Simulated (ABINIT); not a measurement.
# HfC (P6_3/mmc) in ABINIT: equation of state

Aim: energy against volume of HfC in PBEsol, for its equilibrium volume and stiffness.

All numbers are computed with ABINIT 10.8.3 (patched build); they aren't measurements. Logs are shortened: lines on timing, memory, paths and dates and some standing lists are left out, and cuts for length are marked. The log counts tension as positive stress, the text compression.

## Step 1: The structure

It takes space group P6_3/mmc (No. 194, hexagonal). The conventional cell has a = 3.343 Å, b = 3.343 Å, c = 5.203 Å, α = 90.00°, β = 90.00°, γ = 120.00°. Hf (site symmetry -6m2) has 6 C at 2.33 Å as nearest neighbours. Around C (site symmetry -3m) lie 6 Hf at 2.33 Å and 2 C at 2.60 Å.

The cell comes from a database or a generator and needn't be the stable form of this composition.

## Step 2: Equation of state, PBEsol

run.abi reads:

```
# Datasets: one volume each
ndtset 7
getwfk -1
scalecart1 3*0.9795861087
scalecart2 3*0.9864848297
scalecart3 3*0.9932883884
scalecart4 3*1.0000000000
scalecart5 3*1.0066227096
scalecart6 3*1.0131594038
scalecart7 3*1.0196128224

# Pseudopotentials
pp_dirpath "./"
pseudos "Hf.upf, C.upf"

# Structure
acell 3*1.0
rprim
     6.3171013117     0.0000000000     0.0000000000
    -3.1585506557     5.4707702141     0.0000000000
     0.0000000000     0.0000000000     9.8317045648
ntypat 2
znucl 72 6
natom 4
typat 1 1 2 2
xred
     0.3333333333     0.6666666667     0.2500000000
     0.6666666667     0.3333333333     0.7500000000
     0.0000000000     0.0000000000     0.5000000000
     0.0000000000     0.0000000000     0.0000000000

# Plane-wave basis
ecut 1115.666836 eV

# k points
kptopt 1
ngkpt 9 9 5
nshiftk 1
shiftk 0.0 0.0 0.0

# Exchange and correlation
ixc -116133

# Bands and occupations
nband 20
occopt 3
tsmear 0.05 eV

# SCF cycle
nstep 100
tolvrs 1.0e-10

# Output
iomode 3
prtwf 1
prtden 0
prteig 0
prtebands 0
enunit 2
```

Potentials or basis: PseudoDojo NC SR PBEsol v0.4.1 standard.

Launch:

```bash
> abinit run.abi > log 2>&1
```

run.abo:

```text
.Version 10.8.3 of ABINIT
 DATASET    1 : space group P6_3/m m c (#194); Bravais hP (primitive hexag.)
================================================================================
 Values of the parameters that define the memory need for DATASET  1.
     intxc =       0    ionmov =       0      iscf =       7    lmnmax =       8
     lnmax =       8     mgfft =      60  mpssoang =       4    mqgrid =    3001
     natom =       4  nloc_mem =       1    nspden =       1   nspinor =       1
    nsppol =       1      nsym =      24    n1xccc =    2501    ntypat =       2
    occopt =       3   xclevel =       2
       mpw =        4032          nfft =       77760          nkpt =          36
================================================================================
================================================================================
[... 61 lines left out ...]
 DATASET    7 : space group P6_3/m m c (#194); Bravais hP (primitive hexag.)
================================================================================
 Values of the parameters that define the memory need for DATASET  7.
     intxc =       0    ionmov =       0      iscf =       7    lmnmax =       8
     lnmax =       8     mgfft =      60  mpssoang =       4    mqgrid =    3001
     natom =       4  nloc_mem =       1    nspden =       1   nspinor =       1
    nsppol =       1      nsym =      24    n1xccc =    2501    ntypat =       2
    occopt =       3   xclevel =       2
       mpw =        4547          nfft =       96000          nkpt =          36
================================================================================
================================================================================

--------------------------------------------------------------------------------
------------- Echo of variables that govern the present computation ------------
--------------------------------------------------------------------------------
 -outvars: echo values of preprocessed input variables --------
            acell      1.0000000000E+00  1.0000000000E+00  1.0000000000E+00 Bohr
              amu      1.78490000E+02  1.20110000E+01
             ecut      4.10000000E+01 Hartree
           enunit           2
           getwfk          -1
              ixc     -116133
           jdtset        1    2    3    4    5    6    7
         kptrlatt        9    0    0      0    9    0      0    0    5
          kptrlen1     4.81550061E+01
          kptrlen2     4.84941370E+01
          kptrlen3     4.88285899E+01
          kptrlen4     4.91585228E+01
          kptrlen5     4.94840854E+01
          kptrlen6     4.98054197E+01
          kptrlen7     5.01226602E+01
            natom           4
            nband          20
           ndtset           7
            ngfft1         36      36      60
            ngfft2         36      36      60
            ngfft3         40      40      60
            ngfft4         40      40      60
            ngfft5         40      40      60
            ngfft6         40      40      60
            ngfft7         40      40      60
             nkpt          36
            nstep         100
             nsym          24
           ntypat           2
           occopt           3
           prtden           0
        prtebands           0
           prteig           0
            rprim1     6.1881446922E+00  0.0000000000E+00  0.0000000000E+00
                      -3.0940723459E+00  5.3590905056E+00  0.0000000000E+00
                       0.0000000000E+00  0.0000000000E+00  9.6310012165E+00
            rprim2     6.2317246117E+00  0.0000000000E+00  0.0000000000E+00
                      -3.1158623057E+00  5.3968318230E+00  0.0000000000E+00
                       0.0000000000E+00  0.0000000000E+00  9.6988274033E+00
            rprim3     6.2747033813E+00  0.0000000000E+00  0.0000000000E+00
                      -3.1373516905E+00  5.4340525293E+00  0.0000000000E+00
                       0.0000000000E+00  0.0000000000E+00  9.7657179824E+00
            rprim4     6.3171013117E+00  0.0000000000E+00  0.0000000000E+00
                      -3.1585506557E+00  5.4707702141E+00  0.0000000000E+00
                       0.0000000000E+00  0.0000000000E+00  9.8317045648E+00
            rprim5     6.3589376392E+00  0.0000000000E+00  0.0000000000E+00
                      -3.1794688194E+00  5.5070015365E+00  0.0000000000E+00
                       0.0000000000E+00  0.0000000000E+00  9.8968170890E+00
            rprim6     6.4002305987E+00  0.0000000000E+00  0.0000000000E+00
                      -3.2001152992E+00  5.5427622884E+00  0.0000000000E+00
                       0.0000000000E+00  0.0000000000E+00  9.9610839352E+00
            rprim7     6.4409974978E+00  0.0000000000E+00  0.0000000000E+00
                      -3.2204987488E+00  5.5780674587E+00  0.0000000000E+00
                       0.0000000000E+00  0.0000000000E+00  1.0024532040E+01
          spgroup         194
           tolvrs      1.00000000E-10
           tsmear      1.83746611E-03 Hartree
            typat      1  1  2  2
           xangst1     5.1837467602E-11  1.8906057099E+00  1.2741265896E+00
                       1.6373125734E+00  9.4530285494E-01  3.8223797689E+00
                      -6.0592737247E-17  0.0000000000E+00  2.5482531793E+00
                      -6.0592737247E-17  0.0000000000E+00  0.0000000000E+00
           xangst2     5.2202422549E-11  1.9039202732E+00  1.2830996077E+00
                       1.6488433235E+00  9.5196013662E-01  3.8492988231E+00
                      -1.5254865181E-16 -5.2844403110E-17  2.5661992154E+00
                      -1.5254865181E-16 -5.2844403110E-17 -2.8490534547E-16
           xangst3     5.2562599166E-11  1.9170511729E+00  1.2919488502E+00
                       1.6602150162E+00  9.5852558646E-01  3.8758465507E+00
                       1.2288059578E-16  0.0000000000E+00  2.5838977004E+00
                       1.2288059578E-16  0.0000000000E+00  0.0000000000E+00
           xangst4     5.2917840782E-11  1.9300046143E+00  1.3006784991E+00
                       1.6714330255E+00  9.6500230714E-01  3.9020354974E+00
                       0.0000000000E+00  0.0000000000E+00  2.6013569982E+00
                       0.0000000000E+00  0.0000000000E+00  0.0000000000E+00
           xangst5     5.3267930475E-11  1.9427864744E+00  1.3092925151E+00
[... 24 lines left out ...]
                       3.1585506559E+00  1.8235900714E+00  7.3737784236E+00
                       0.0000000000E+00  0.0000000000E+00  4.9158522824E+00
                       0.0000000000E+00  0.0000000000E+00  0.0000000000E+00
            xcart5     1.0066179989E-10  3.6713343577E+00  2.4742042723E+00
                       3.1794688197E+00  1.8356671788E+00  7.4226128168E+00
                      -3.5299194898E-16 -6.1139999025E-16  4.9484085445E+00
                      -3.5299194898E-16 -6.1139999025E-16 -5.4938371014E-16
            xcart6     1.0131605181E-10  3.6951748590E+00  2.4902709838E+00
                       3.2001152994E+00  1.8475874295E+00  7.4708129514E+00
                       1.1842805623E-16  0.0000000000E+00  4.9805419676E+00
                       1.1842805623E-16  0.0000000000E+00  0.0000000000E+00
            xcart7     1.0196130816E-10  3.7187116391E+00  2.5061330101E+00
                       3.2204987490E+00  1.8593558196E+00  7.5183990302E+00
                      -5.9591197700E-17 -1.0321498209E-16  5.0122660202E+00
                      -5.9591197700E-17 -1.0321498209E-16  8.3470997117E-16
             xred      3.3333333333E-01  6.6666666667E-01  2.5000000000E-01
                       6.6666666667E-01  3.3333333333E-01  7.5000000000E-01
                      -1.8503717077E-17  0.0000000000E+00  5.0000000000E-01
                      -1.8503717077E-17  0.0000000000E+00  0.0000000000E+00
            znucl       72.00000    6.00000

================================================================================

 chkinp: Checking input parameters for consistency, jdtset=   1.

 chkinp: Checking input parameters for consistency, jdtset=   2.
[... 29 lines left out ...]
 getcut: wavevector=  0.0000  0.0000  0.0000  ngfft=  36  36  60
         ecut(hartree)=     41.000   => boxcut(ratio)=   2.01830

--- Pseudopotential description ------------------------------------------------
- pspini: atom type   1  psp file is ./Hf.upf
12 -116133 3 -1 1656                          pspcod,pspxc,lmax,lloc,mmax
     nproj     2     2     2     2

- pspini: atom type   2  psp file is ./C.upf
12 -116133 1 -1 1248                          pspcod,pspxc,lmax,lloc,mmax
     nproj     2     2     0     0

   1.68575360E+03                                ecore*ucvol(ha*bohr**3)
--------------------------------------------------------------------------------

================================================================================

--- !BeginCycle
iteration_state: {dtset: 1, }
solver: {iscf: 7, nstep: 100, nline: 4, wfoptalg: 0, }
tolerances: {tolvrs: 1.00E-10, }
...
[... 1182 lines left out ...]
-Cartesian components of stress tensor (GPa)         [Pressure= -1.8457E+01 GPa]
- sigma(1 1)=  1.97867895E+01  sigma(3 2)=  0.00000000E+00
- sigma(2 2)=  1.97867895E+01  sigma(3 1)=  0.00000000E+00
- sigma(3 3)=  1.57974529E+01  sigma(2 1)= -1.10256796E-08

== END DATASET(S) ==============================================================
================================================================================

 -outvars: echo values of variables after computation  --------
            acell      1.0000000000E+00  1.0000000000E+00  1.0000000000E+00 Bohr
           etotal1    -1.2489206318E+02
           etotal2    -1.2489334388E+02
           etotal3    -1.2489337031E+02
           etotal4    -1.2489226630E+02
           etotal5    -1.2489014412E+02
           etotal6    -1.2488710467E+02
           etotal7    -1.2488323923E+02
            fcart1    -5.9830326633E-29  9.1068054588E-29 -0.0000000000E+00
                       3.5354283919E-28 -2.1981944220E-29 -0.0000000000E+00
                      -1.4685625628E-28 -3.4543055184E-29 -0.0000000000E+00
                      -1.4685625628E-28 -3.4543055184E-29 -0.0000000000E+00
            fcart2     3.6187259786E-28 -1.2130253292E-27 -0.0000000000E+00
                      -3.0786176236E-28  1.3439946450E-27 -0.0000000000E+00
                      -2.7005417751E-29 -6.5484657875E-29 -0.0000000000E+00
                      -2.7005417751E-29 -6.5484657875E-29 -0.0000000000E+00
            fcart3    -1.3410221665E-28  4.4286499905E-28 -0.0000000000E+00
                       2.3065581263E-28 -5.8532506868E-28 -0.0000000000E+00
[... 66 lines left out ...]
                       1.6714330255E+00  9.6500230714E-01  3.9020354974E+00
                       0.0000000000E+00  0.0000000000E+00  2.6013569982E+00
                       0.0000000000E+00  0.0000000000E+00  0.0000000000E+00
           xangst5     5.3267930475E-11  1.9427864744E+00  1.3092925151E+00
                       1.6825024410E+00  9.7139323719E-01  3.9278775453E+00
                      -1.8679529490E-16 -3.2353894137E-16  2.6185850302E+00
                      -1.8679529490E-16 -3.2353894137E-16 -2.9072133925E-16
           xangst6     5.3614145683E-11  1.9554023243E+00  1.3177946527E+00
                       1.6934280876E+00  9.7770116217E-01  3.9533839581E+00
                       6.2669428444E-17  0.0000000000E+00  2.6355893054E+00
                       6.2669428444E-17  0.0000000000E+00  0.0000000000E+00
           xangst7     5.3955600633E-11  1.9678574520E+00  1.3261884755E+00
                       1.7042145445E+00  9.8392872601E-01  3.9785654266E+00
                      -3.1534303772E-17 -5.4619016310E-17  2.6523769511E+00
                      -3.1534303772E-17 -5.4619016310E-17  4.4170949416E-16
             xred      3.3333333333E-01  6.6666666667E-01  2.5000000000E-01
                       6.6666666667E-01  3.3333333333E-01  7.5000000000E-01
                      -1.8503717077E-17  0.0000000000E+00  5.0000000000E-01
                      -1.8503717077E-17  0.0000000000E+00  0.0000000000E+00
 Calculation completed.
```

Run time: 11 min. Hardware: 1 thread of Arm Neoverse V1, shared host; peak memory 0.16 GiB.

What came out:

```yaml
Equilibrium_volume: 12.21 Å³/atom
Bulk_modulus_at_fixed_shape_and_positions: 249 GPa
Pressure_derivative_of_the_bulk_modulus: 4.1
```

Energy against volume, from the lowest point:
| volume (Å³/atom) | energy (meV/atom) |
| --- | --- |
| 11.832 | 8.89 |
| 12.084 | 0.18 |
| 12.336 | 0.00 |
| 12.587 | 7.51 |
| 12.839 | 21.95 |
| 13.091 | 42.62 |
| 13.343 | 68.92 |

Caveat: pressures at fixed basis lie under the slope of the energies; the cell was scaled at fixed shape and fractional positions, which overstates the stiffness of a crystal with free parameters, most of all of layers and chains.
